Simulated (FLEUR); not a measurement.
An input for FLEUR MaX-R8.1 (patched build s14) (CaO):

File inp.xml:

```xml
<?xml version="1.0" encoding="UTF-8" standalone="no"?>
<fleurInput fleurInputVersion="0.39">
   <comment>
      CaO                                                                                                 
   </comment>
   <calculationSetup>
      <cutoffs Kmax="4.2" Gmax="13.0" GmaxXC="13.0" numbands="0"/>
      <scfLoop itmax="60" minDistance="0.00001" maxIterBroyd="15" imix="Broyden1" alpha="0.05" precondParam="0.0" spinf="2.0"/>
      <coreElectrons ctail="T" frcor="F" kcrel="0" coretail_lmax="0"/>
      <xcFunctional name="rpbe" relativisticCorrections="F"/>
      <magnetism jspins="1"/>
      <soc l_soc="F" theta="0.0" phi="0.0" spav="F"/>
      <expertModes spex="0" secvar="F"/>
      <geometryOptimization l_f="F" forcealpha="1.0" forcemix="BFGS" epsdisp="0.00001" epsforce="0.00001"/>
      <ldaU l_linMix="F" mixParam="0.05" spinf="1.0"/>
   </calculationSetup>
   <cell>
      <bzIntegration valenceElectrons="16.0" mode="hist" fermiSmearingEnergy="0.00183747">
         <kPointListSelection listName="default-1"/>
         <!-- k-points included here -->
         <xi:include xmlns:xi="http://www.w3.org/2001/XInclude" href="kpts.xml"> </xi:include>
      </bzIntegration>
      <!-- symmetry operations included here -->
      <xi:include xmlns:xi="http://www.w3.org/2001/XInclude" href="sym.xml"> </xi:include>
      <bulkLattice scale="1.0">
         <bravaisMatrix>
            <row-1>    0.0000000000000000     4.6600900514183330     4.6600900514183330</row-1>
            <row-2>    4.6600900514183330     0.0000000000000000     4.6600900514183330</row-2>
            <row-3>    4.6600900514183330     4.6600900514183330     0.0000000000000000</row-3>
         </bravaisMatrix>
      </bulkLattice>
   </cell>
   <atomSpecies>
      <species name="Calcium (Ca)" element="Ca" atomicNumber="20">
         <mtSphere radius="2.45" gridPoints="811" logIncrement="0.015"/>
         <atomicCutoffs lmax="9" lnonsphr="7"/>
         <electronConfig flipSpins="F">
            <coreConfig>(1s1/2) (2s1/2) (2p1/2) (2p3/2)</coreConfig>
            <valenceConfig>(3s1/2) (3p1/2) (3p3/2) (4s1/2)</valenceConfig>
         </electronConfig>
         <energyParameters s="4" p="3" d="3" f="4"/>
         <lo type="SCLO" l="0" n="3" eDeriv="0"/>
         <lo type="HELO" l="1" n="4" eDeriv="0"/>
         <lo type="HELO" l="1" n="4" eDeriv="1"/>
         <lo type="SCLO" l="2" n="3" eDeriv="2"/>
         <lo type="SCLO" l="3" n="4" eDeriv="2"/>
      </species>
      <species name="Oxygen (O)" element="O" atomicNumber="8">
         <mtSphere radius="1.87" gridPoints="619" logIncrement="0.017"/>
         <atomicCutoffs lmax="7" lnonsphr="5"/>
         <electronConfig flipSpins="F">
            <coreConfig>(1s1/2)</coreConfig>
            <valenceConfig>(2s1/2) (2p1/2) (2p3/2)</valenceConfig>
            <stateOccupation state="(2p1/2)" spinUp="0.666667" spinDown="0.666667"/>
            <stateOccupation state="(2p3/2)" spinUp="1.333333" spinDown="1.333333"/>
         </electronConfig>
         <energyParameters s="2" p="2" d="3" f="4"/>
         <lo type="SCLO" l="0" n="2" eDeriv="2"/>
         <lo type="SCLO" l="1" n="2" eDeriv="2"/>
         <lo type="SCLO" l="2" n="3" eDeriv="2"/>
      </species>
   </atomSpecies>
   <atomGroups>
      <atomGroup species="Calcium (Ca)">
         <relPos label="                   1">.0000000000 .0000000000 .0000000000</relPos>
         <force calculate="T" relaxXYZ="TTT"/>
      </atomGroup>
      <atomGroup species="Oxygen (O)">
         <relPos label="                   2">1.000/2.000 1.000/2.000 1.000/2.000</relPos>
         <force calculate="T" relaxXYZ="TTT"/>
      </atomGroup>
   </atomGroups>
   <output dos="F" band="F" slice="F">
      <checks vchk="F" cdinf="F"/>
      <bandDOS minEnergy="-.5*Htr" maxEnergy="0.5*Htr" sigma="0.015" storeEVData="T"/>
      <vacuumDOS vacdos="F" integ="F" star="F" nstars="0" locx1="0.0" locy1="0.0" locx2="0.0" locy2="0.0" nstm="0" tworkf="0.0"/>
      <unfoldingBand unfoldBand="F" supercellX="1" supercellY="1" supercellZ="1"/>
      <plotting iplot="0" polar="F">
         <plot TwoD="T" vec1="  1.0  0.0  0.0" vec2="  0.0  1.0  0.0" vec3="  0.0  0.0  1.0" zero="  0.0  0.0  0.0" file="plot"/>
      </plotting>
      <chargeDensitySlicing numkpt="0" minEigenval="0.0" maxEigenval="0.0" nnne="0" pallst="F"/>
      <specialOutput eonly="F"/>
      <magneticCircularDichroism mcd="F" energyLo="-10.0" energyUp="0.0"/>
   </output>
  <!-- We include the file relax.xml here to enable relaxations (see documentation) -->
  <xi:include xmlns:xi="http://www.w3.org/2001/XInclude" href="relax.xml"> <xi:fallback/> </xi:include>
</fleurInput>
```

crystal.txt

```
CaO
&input cartesian=F /
0.0000000000  2.4660134560  2.4660134560
2.4660134560  0.0000000000  2.4660134560
2.4660134560  2.4660134560  0.0000000000
1.8897261246
1.0 1.0 1.0

2
20 0.0000000000  0.0000000000  0.0000000000
8 0.5000000000  0.5000000000  0.5000000000

&kpt div1=6 div2=6 div3=6 gamma=T /
```

Potentials or basis: all-electron, FLAPW.

Launch:

```bash
$ inpgen -f crystal.txt -profile veryFastHighL
$ # inp.xml edited to the form shown
$ fleur
```

Question: What does the program do with it?

Answer: The run stopped without a result. It printed:

Output:

```text
Welcome to FLEUR        (www.flapw.de)
      MaX-Release 8.1          (www.max-centre.eu)

 ========== k-point set info ==========
 Selected k-point list: default-1
 k-point list type: mesh
 6 x 6 x 6
 Number of k points: 16

 ------------Calculation Setup---------------------------
 Number of OMP-threads    :            1
 Number of basis functions:          338
 Approximate size of matrices (H+S) per k-point:         0.002 GB
 --------------------------------------------------------
**************FLEUR-Error*****************
Error message: Broyden 1/2 method not implemented
*****************************************
 Last known location:
 Last timer:Mixing
 Timerstack:
 Timer:Charge Density Mixing
 Timer:Iteration
 Timer:Total Run
 *****************************************

STOP 1
```
